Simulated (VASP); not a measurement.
# Ir (Fm-3m) in VASP: a series of runs

Aim: see how the results for Ir move with the level of theory and the settings. Levels: PBEsol, PBE+D3(BJ). Tasks: relaxation of cell and atoms, relaxation of the atoms.

All numbers are computed with VASP 6.6.1; they aren't measurements. Logs are shortened: lines on timing, memory, paths and dates and some standing lists are left out, and cuts for length are marked.

## (1) Starting point

Symmetry: Fm-3m, No. 225, cubic system. The conventional cell has a = 3.831 Å, b = 3.831 Å, c = 3.831 Å, α = 90.00°, β = 90.00°, γ = 90.00°. Ir (site symmetry m-3m) is surrounded by 12 Ir at 2.71 Å.

## (2) Relaxation of cell and atoms, PBEsol

INCAR

```
ALGO = Normal ; EDIFF = 1E-6
EDIFFG = -0.01 ; ENCUT = 600
GGA = PS ; IBRION = 2
ISIF = 3 ; ISMEAR = 1
KPAR = 2 ; LASPH = True
LCHARG = False ; LREAL = False
LWAVE = False ; NELM = 80
NSW = 90 ; PREC = Accurate
SIGMA = 0.1
```

KPOINTS

```
k-points
0
Gamma
  16 16 16
```

POSCAR

```
Ir
1.0
    0.0000000000      1.9156000000      1.9156000000
    1.9156000000      0.0000000000      1.9156000000
    1.9156000000      1.9156000000      0.0000000000
Ir
1
Direct
    0.0000000000      0.0000000000      0.0000000000
```

Potentials or basis: VASP PAW PBE potentials, release 64 (Ir).

On the command line:

```bash
> cat potpaw_PBE.64/Ir/POTCAR > POTCAR
> mpirun -np 2 vasp_std > vasp.out
```

OUTCAR:

```text
EDIFF = 1E-6
   EDIFFG = -0.01
   ENCUT = 600
   GGA = PS
   IBRION = 2
   ISIF = 3
   ISMEAR = 1
   LASPH = True
   LREAL = False
   NELM = 80
   NSW = 90
   PREC = Accurate

 ion  position               nearest neighbor table
   1  0.000  0.000  0.000-

  LATTYP: Found a face centered cubic cell.
 ALAT       =     3.8312000000

  Lattice vectors:

 A1 = (   0.0000000000,   1.9156000000,   1.9156000000)
 A2 = (   1.9156000000,   0.0000000000,   1.9156000000)
 A3 = (   1.9156000000,   1.9156000000,   0.0000000000)

Analysis of symmetry for initial positions (statically):
=====================================================================
 Subroutine PRICEL returns:
 Original cell was already a primitive cell.

 Routine SETGRP: Setting up the symmetry group for a
 face centered cubic supercell.

 Subroutine GETGRP returns: Found 48 space group operations
 (whereof 48 operations were pure point group operations)
 out of a pool of 48 trial point group operations.

The static configuration has the point symmetry O_h .

Analysis of symmetry for dynamics (positions and initial velocities):
=====================================================================
 Subroutine PRICEL returns:
 Original cell was already a primitive cell.

 Routine SETGRP: Setting up the symmetry group for a
 face centered cubic supercell.

 Subroutine GETGRP returns: Found 48 space group operations
 (whereof 48 operations were pure point group operations)
 out of a pool of 48 trial point group operations.

The dynamic configuration has the point symmetry O_h .

 Subroutine INISYM returns: Found 48 space group operations
 (whereof 48 operations are pure point group operations),
 and found     1 'primitive' translations

----------------------------------------------------------------------------------------

                                     Primitive cell

  volume of cell :      14.0587

  direct lattice vectors                    reciprocal lattice vectors
     0.000000000  1.915600000  1.915600000    -0.261014826  0.261014826  0.261014826
     1.915600000  0.000000000  1.915600000     0.261014826 -0.261014826  0.261014826
     1.915600000  1.915600000  0.000000000     0.261014826  0.261014826 -0.261014826

  length of vectors
     2.709067500  2.709067500  2.709067500     0.452090940  0.452090940  0.452090940

  position of ions in fractional coordinates (direct lattice)
     0.000000000  0.000000000  0.000000000

  ion indices of the primitive-cell ions
   primitive index   ion index
                 1           1

----------------------------------------------------------------------------------------

 KPOINTS: k-points

Automatic generation of k-mesh.
 Grid dimensions read from file:
 generate k-points for:   16   16   16

 Generating k-lattice:

  Cartesian coordinates                     Fractional coordinates (reciprocal lattice)
    -0.016313427  0.016313427  0.016313427     0.062500000  0.000000000  0.000000000
     0.016313427 -0.016313427  0.016313427     0.000000000  0.062500000  0.000000000
     0.016313427  0.016313427 -0.016313427     0.000000000  0.000000000  0.062500000

  Length of vectors
     0.028255684  0.028255684  0.028255684

  Shift w.r.t. Gamma in fractional coordinates (k-lattice)
     0.000000000  0.000000000  0.000000000

 Subroutine IBZKPT returns following result:
 ===========================================

 Found    145 irreducible k-points:

 Following reciprocal coordinates:
            Coordinates               Weight
  0.000000  0.000000  0.000000      1.000000
  0.062500  0.000000  0.000000      8.000000
  0.125000  0.000000  0.000000      8.000000
  0.187500  0.000000  0.000000      8.000000
  0.250000  0.000000  0.000000      8.000000
  0.312500  0.000000  0.000000      8.000000
[... 16 lines left out ...]
 -0.125000  0.062500  0.000000     24.000000
 -0.062500  0.062500  0.000000     12.000000
 [... further k-points ...]
   k-points           NKPTS =    145   k-points in BZ     NKDIM =    145   number of bands    NBANDS=      8
[... 36 lines left out ...]
     AMIX     =   0.40;   BMIX     =  1.00
     AMIX_MAG =   1.60;   BMIX_MAG =  1.00
  volume/ion in A,a.u.               =      14.06        94.87
  Fermi-wavevector in a.u.,A,eV,Ry     =   1.410937  2.666284 27.085691  1.990742
  Thomas-Fermi vector in A             =   2.532839
   LORBIT       =      0    0 simple, 1 ext, 2 COOP (PROOUT), +10 PAW based schemes
   GGA     = PS    functional components
   LHFCALC =     F    Hartree Fock is set to
   AEXX    =    0.0000 exact exchange contribution
   IVDW    =     0    specifies the selected vdW correction
   LEPSILON=     F    determine dielectric tensor
   LRPA    =     F    only Hartree local field effects (RPA)
 conjugate gradient relaxation of ions
 non-spin polarized calculation
 Methfessel and Paxton  Order N= 1 SIGMA  =   0.10
  energy-cutoff  :      600.00
  volume of cell :       14.06
 maximum number of plane-waves:       493
 NGX is ok and might be reduce to    24
   NGX = 11   NGY = 11   NGZ = 11

--------------------------------------- Ionic step        1  -------------------------------------------

 number of electron       9.0000000 magnetization

 Free energy of the ion-electron system (eV)
  ---------------------------------------------------
  ext. energy  EPLUGINS =         0.00000000
  ---------------------------------------------------
  free energy    TOTEN  =        -9.80941341 eV

  energy without entropy =       -9.80914209  energy(sigma->0) =       -9.80932297

------------------------ aborting loop because EDIFF is reached ----------------------------------------

  FORCE on cell =-STRESS in cart. coord.  units (eV):
  Direction    XX          YY          ZZ          XY          YZ          ZX
  --------------------------------------------------------------------------------------
  -------------------------------------------------------------------------------------
  Total        0.0910411      0.0910411      0.0910411      0.0000000      0.0000000      0.0000000
  in kB       10.3753713     10.3753713     10.3753713      0.0000000      0.0000000      0.0000000
  external PRESSURE =      10.3753713 kB  Pullay stress =       0.0000000 kB
[... 55 lines left out ...]
  energy  without entropy=       -9.8074065174  energy(sigma->0) =       -9.80757596

--------------------------------------- Ionic step        3  -------------------------------------------

 number of electron       9.0000000 magnetization

 Free energy of the ion-electron system (eV)
  ---------------------------------------------------
  ext. energy  EPLUGINS =         0.00000000
  ---------------------------------------------------
  free energy    TOTEN  =        -9.80953147 eV

  energy without entropy =       -9.80926345  energy(sigma->0) =       -9.80944213

 E-fermi :  10.3085     XC(G=0): -14.1217

 val. band max:       10.3048205181   @ k =   0.3750   0.0625   0.0000
 cond. band min:      10.3111829859   @ k =   0.3125   0.2500   0.0625
 fundamental gap:      0.0063624678
 Fermi energy:        10.3084565976

 k-point     1 :       0.0000    0.0000    0.0000
  band No.  band energies     occupation
      1      -0.9216      2.00000
      2       6.3890      2.00000
      3       6.3890      2.00000
      4       6.3890      2.00000
      5       9.1220      2.00000
      6       9.1220      2.00000
      7      24.6190      0.00000
      8      30.2155      0.00000
[... 243 lines left out ...]
 k-point    24 :      -0.0625    0.0625    0.0000
  band No.  band energies     occupation
      1      -0.4626      2.00000
      2       6.1257      2.00000
      3       6.5709      2.00000
      4       6.6239      2.00000
      5       8.8613      2.00000
      6       9.1477      2.00000
      7      25.4015      0.00000
      8      28.4730      0.00000

 [... further k-points ...]

------------------------ aborting loop because EDIFF is reached ----------------------------------------

  FORCE on cell =-STRESS in cart. coord.  units (eV):
  Direction    XX          YY          ZZ          XY          YZ          ZX
  --------------------------------------------------------------------------------------
  -------------------------------------------------------------------------------------
  Total       -0.0019180     -0.0019180     -0.0019180      0.0000000      0.0000000     -0.0000000
  in kB       -0.2180086     -0.2180086     -0.2180086      0.0000000      0.0000000     -0.0000000
  external PRESSURE =      -0.2180086 kB  Pullay stress =       0.0000000 kB
[... 16 lines left out ...]
  FREE ENERGIE OF THE ION-ELECTRON SYSTEM (eV)
  ---------------------------------------------------
  free  energy   TOTEN  =        -9.8095314736 eV

  energy  without entropy=       -9.8092634454  energy(sigma->0) =       -9.80944213

 reached required accuracy - stopping structural energy minimisation
```

It took 14 s on 2 MPI ranks of AMD EPYC 9R45 (Zen 5), shared host; peak memory 0.13 GiB.

What came out:

```yaml
Free_energy: -9.8095 eV
Relaxed_volume: 14.10 Å³/atom
Relaxed_cell: a = 2.711 Å, b = 2.711 Å, c = 2.711 Å, α = 60.00°, β = 60.00°, γ = 60.00°
Space_group_after_relaxing_to_0.05_Å: Fm-3m (No. 225)
Energy_gained_by_relaxing: 0.1 meV/atom
Ionic_steps: 3
Pressure_after_relaxing: 0.0 GPa
Band_gap_on_the_k_mesh: none (metal or under the smearing width)
```

The path:
| step | energy change (eV) | largest force (eV/Å) | pressure (GPa) | volume (Å³) |
| --- | --- | --- | --- | --- |
| 1 | 0.0000 | 0.0000 | 1.04 | 14.06 |
| 2 | 0.0018 | 0.0000 | -3.97 | 14.24 |
| 3 | -0.0001 | 0.0000 | -0.02 | 14.10 |

Final structure:
```
Ir
1.0
     0.00000    1.91729    1.91729
     1.91729    0.00000    1.91729
     1.91729    1.91729    0.00000
Ir
1
Direct
  0.00000 0.00000 0.00000
```

Caveat: the PAW data sets were made with another functional, which shifts forces and pressure a little. Spin-orbit coupling is left out, which matters for the levels of Ir.

## (3) Relaxation of cell and atoms, PBEsol

This run uses another cell than the first one, of 14.10 Å³/atom, 1.003 times its volume.

INCAR: that of step 2 with these lines changed.

```diff
@@ -1,3 +1,3 @@
-ALGO = Normal ; EDIFF = 1E-6
-EDIFFG = -0.01 ; ENCUT = 600
+ALGO = Normal ; EDIFF = 1E-7
+EDIFFG = -0.005 ; ENCUT = 600
 GGA = PS ; IBRION = 2
```

KPOINTS is that of step 2.

POSCAR

```
Ir                                      
1.0
    0.0000000000      1.9172882880      1.9172882880
    1.9172882880      0.0000000000      1.9172882880
    1.9172882880      1.9172882880      0.0000000000
  Ir            
     1
Direct
     0.0000000000000000    0.0000000000000000    0.0000000000000000
```

Potentials or basis: VASP PAW PBE potentials, release 64 (Ir).

On the command line:

```bash
> cat potpaw_PBE.64/Ir/POTCAR > POTCAR
> mpirun -np 2 vasp_std > vasp.out
```

Wall time 7.2 s (2 MPI ranks of AMD EPYC 9R45 (Zen 5), shared host); peak memory 0.13 GiB.

Results (log left out):

```yaml
Free_energy: -9.8095 eV
Pressure_after_relaxing: 0.0 GPa
Band_gap_on_the_k_mesh: none (metal or under the smearing width)
```

Final structure:
```yaml
crystal:
  lattice:
    - [0.00000, 1.91729, 1.91729]
    - [1.91729, 0.00000, 1.91729]
    - [1.91729, 1.91729, 0.00000]
  atoms:
    - { symbol: Ir, position: [0.00000, 0.00000, 0.00000] }
```

Levels at points of the mesh, in eV from the Fermi level:
| k point | band 2 | band 3 | band 4 | band 5 | band 6 | band 7 |
| --- | --- | --- | --- | --- | --- | --- |
| (0.00, 0.00, 0.00) | -3.92 | -3.92 | -3.92 | -1.19 | -1.19 | 14.31 |
| (0.50, 0.00, 0.00) | -4.02 | -4.02 | -0.83 | 0.92 | 0.92 | 7.27 |
| (0.50, 0.50, 0.00) | -7.40 | 0.90 | 1.50 | 1.50 | 1.65 | 10.52 |

Caveat: the relaxation stopped at its first step, so nothing moved; the PAW data sets were made with another functional, which shifts forces and pressure a little.

## (4) Relaxation of cell and atoms, PBE+D3(BJ)

INCAR

```
PREC     = Accurate       # precision mode
ENCUT    = 600            # plane-wave cutoff, eV
EDIFF    = 1E-6           # SCF threshold, eV
ISMEAR   = 1              # smearing method
SIGMA    = 0.1            # smearing width, eV
LREAL    = F              # projectors in reciprocal space
LASPH    = T              # aspherical terms in the spheres
NELM     = 80             # most SCF steps
ALGO     = Normal         # electronic algorithm
ISIF     = 3              # what is computed and relaxed
LWAVE    = F              # write WAVECAR
LCHARG   = F              # write CHGCAR
GGA      = PE             # functional
IVDW     = 12             # dispersion correction
IBRION   = 2              # ionic algorithm
NSW      = 90             # ionic steps
EDIFFG   = -0.01          # ionic threshold
```

KPOINTS

```
Automatic mesh
0
Gamma
  16 16 16
```

POSCAR

```
Ir
1.0
    0.0000000000      1.9156000000      1.9156000000
    1.9156000000      0.0000000000      1.9156000000
    1.9156000000      1.9156000000      0.0000000000
Ir
1
Direct
    0.0000000000      0.0000000000      0.0000000000
```

On the command line:

```bash
> cat potpaw_PBE.64/Ir/POTCAR > POTCAR
> mpirun -np 1 vasp_std > vasp.out
```

It took 23 s on 1 thread of AMD EPYC 9R45 (Zen 5), shared host; peak memory 0.15 GiB.

It converged, with:

* Free energy: -9.5648 eV
* Relaxed volume: 14.20 Å³/atom
* Relaxed cell: a = 2.718 Å, b = 2.718 Å, c = 2.718 Å, α = 60.00°, β = 60.00°, γ = 60.00°
* Space group after relaxing (to 0.05 Å): Fm-3m (No. 225)
* Energy gained by relaxing: 1.6 meV/atom
* Ionic steps: 3
* Pressure after relaxing: 0.0 GPa
* Band gap on the k mesh: none (metal or under the smearing width)
* Dispersion energy per atom: -0.732 eV

Step by step:
| step | energy change (eV) | largest force (eV/Å) | pressure (GPa) | volume (Å³) |
| --- | --- | --- | --- | --- |
| 1 | 0.0000 | 0.0000 | 3.78 | 14.06 |
| 2 | 0.0213 | 0.0000 | -12.87 | 14.74 |
| 3 | -0.0016 | 0.0000 | -0.04 | 14.20 |

Final structure:
```
Ir
1.0
     0.00000    1.92196    1.92196
     1.92196    0.00000    1.92196
     1.92196    1.92196    0.00000
Ir
1
Direct
  0.00000 0.00000 0.00000
```

Levels at points of the mesh, in eV from the Fermi level:
```csv
k point,band 2,band 3,band 4,band 5,band 6,band 7
"(0.00, 0.00, 0.00)",-3.86,-3.86,-3.86,-1.18,-1.18,14.33
"(0.50, 0.00, 0.00)",-3.96,-3.96,-0.75,0.90,0.90,7.24
"(0.50, 0.50, 0.00)",-7.29,0.87,1.48,1.48,1.70,10.47
```

Caveat: pairwise dispersion overbinds metals, which lowers pressure and volume. Zero-point motion and thermal expansion aren't in these numbers.

## (5) Relaxation of cell and atoms, PBE+D3(BJ)

This run uses another cell than the first one, of 14.20 Å³/atom, 1.010 times its volume.

INCAR: that of step 4 with these lines changed.

```diff
@@ -2,3 +2,3 @@
 ENCUT    = 600            # plane-wave cutoff, eV
-EDIFF    = 1E-6           # SCF threshold, eV
+EDIFF    = 1E-7           # SCF threshold, eV
 ISMEAR   = 1              # smearing method
@@ -16,2 +16,2 @@
 NSW      = 90             # ionic steps
-EDIFFG   = -0.01          # ionic threshold
+EDIFFG   = -0.005         # ionic threshold
```

KPOINTS is that of step 4.

POSCAR

```
Ir                                      
1.0
   -0.0000000000      1.9219607553      1.9219607553
    1.9219607553      0.0000000000      1.9219607553
    1.9219607553      1.9219607553     -0.0000000000
  Ir            
     1
Direct
     0.0000000000000000    0.0000000000000000    0.0000000000000000
```

On the command line:

```bash
> cat potpaw_PBE.64/Ir/POTCAR > POTCAR
> mpirun -np 1 vasp_std > vasp.out
```

It took 11 s on 1 thread of AMD EPYC 9R45 (Zen 5), shared host; peak memory 0.14 GiB.

Results (log left out):

- Free energy: -9.5648 eV
- Pressure after relaxing: 0.0 GPa
- Band gap on the k mesh: none (metal or under the smearing width)
- Dispersion energy per atom: -0.732 eV

Final structure:
```cif
data_structure
_symmetry_space_group_name_H-M 'P 1'
_symmetry_Int_Tables_number 1
_cell_length_a 2.7181
_cell_length_b 2.7181
_cell_length_c 2.7181
_cell_angle_alpha 60.000
_cell_angle_beta 60.000
_cell_angle_gamma 60.000
_cell_volume 14.20
loop_
_atom_site_label
_atom_site_type_symbol
_atom_site_fract_x
_atom_site_fract_y
_atom_site_fract_z
_atom_site_occupancy
Ir1 Ir 0.00000 0.00000 0.00000 1
```

Levels at points of the mesh, in eV from the Fermi level:
| k point | band 1 | band 2 | band 3 | band 4 | band 5 | band 6 | band 7 | band 8 |
| --- | --- | --- | --- | --- | --- | --- | --- | --- |
| (0.00, 0.00, 0.00) | -11.08 | -3.86 | -3.86 | -3.86 | -1.18 | -1.18 | 14.33 | 19.90 |
| (0.50, 0.00, 0.00) | -8.06 | -3.96 | -3.96 | -0.75 | 0.90 | 0.90 | 7.24 | 13.88 |
| (0.50, 0.50, 0.00) | -7.86 | -7.29 | 0.87 | 1.48 | 1.48 | 1.70 | 10.47 | 11.70 |

Caveat: the relaxation stopped at its first step, so nothing moved; pairwise dispersion overbinds metals, which lowers pressure and volume. Spin-orbit coupling is left out, which matters for the levels of Ir.

## (6) Relaxation of the atoms, PBE+D3(BJ) (a relaxed cell with its volume scaled by 0.94)

INCAR: that of step 5 with these lines changed.

```diff
@@ -9,3 +9,3 @@
 ALGO     = Normal         # electronic algorithm
-ISIF     = 3              # what is computed and relaxed
+ISIF     = 2              # what is computed and relaxed
 LWAVE    = F              # write WAVECAR
@@ -15,3 +15,3 @@
 IBRION   = 2              # ionic algorithm
-NSW      = 90             # ionic steps
-EDIFFG   = -0.005         # ionic threshold
+NSW      = 40             # ionic steps
+EDIFFG   = -0.01          # ionic threshold
```

KPOINTS is that of step 5.

POSCAR

```
Ir                                      
1.0
    0.0000000000      1.8827260574      1.8827260574
    1.8827260574      0.0000000000      1.8827260574
    1.8827260574      1.8827260574      0.0000000000
  Ir            
     1
Direct
     0.0000000000000000    0.0000000000000000    0.0000000000000000
```

Potentials or basis: VASP PAW PBE potentials, release 64 (Ir).

On the command line:

```bash
> cat potpaw_PBE.64/Ir/POTCAR > POTCAR
> mpirun -np 1 vasp_std > vasp.out
```

Run time: 11 s. Hardware: 1 thread of AMD EPYC 9R45 (Zen 5), shared host; peak memory 0.14 GiB.

The run converged. Its results:

```yaml
Free_energy: -9.4974 eV
Pressure_after_relaxing: 27.1 GPa
Band_gap_on_the_k_mesh: none (metal or under the smearing width)
Dispersion_energy_per_atom: -0.781 eV
```

Final structure:
```
Ir
1.0
     0.00000    1.88273    1.88273
     1.88273    0.00000    1.88273
     1.88273    1.88273    0.00000
Ir
1
Cartesian
  0.0000 0.0000 0.0000
```

Levels at points of the mesh, in eV from the Fermi level:
| k point | band 1 | band 2 | band 3 | band 4 | band 5 | band 6 | band 7 | band 8 |
| --- | --- | --- | --- | --- | --- | --- | --- | --- |
| (0.00, 0.00, 0.00) | -11.76 | -4.24 | -4.24 | -4.24 | -1.29 | -1.29 | 14.19 | 20.13 |
| (0.50, 0.00, 0.00) | -8.74 | -4.37 | -4.37 | -0.91 | 1.01 | 1.01 | 7.90 | 13.74 |
| (0.50, 0.50, 0.00) | -8.61 | -8.00 | 0.98 | 1.66 | 1.66 | 1.70 | 11.35 | 11.99 |

Caveat: the relaxation stopped at its first step, so nothing moved; pairwise dispersion overbinds metals, which lowers pressure and volume.

## (7) Summary

```csv
task,level,cell,gap on the mesh (eV),pressure (GPa)
relaxation of cell and atoms,PBEsol,relaxed,none,0.0
relaxation of cell and atoms,PBE+D3(BJ),relaxed,none,0.0
relaxation of the atoms,PBE+D3(BJ),atoms relaxed from: a relaxed cell with its volume scaled by 0.94,none,27.1
```

Alike in all rows: potentials or basis VASP PAW PBE potentials, release 64 (Ir); no spin polarisation; k mesh 16 × 16 × 16; cutoff (eV) 600; smearing methfessel-paxton 0.1 eV.

Caveats: the relaxation stopped at its first step, so nothing moved; pairwise dispersion overbinds metals, which lowers pressure and volume (some runs); the PAW data sets were made with another functional, which shifts forces and pressure a little (some runs).

Absolute energies hang on the potentials; compare differences alone.
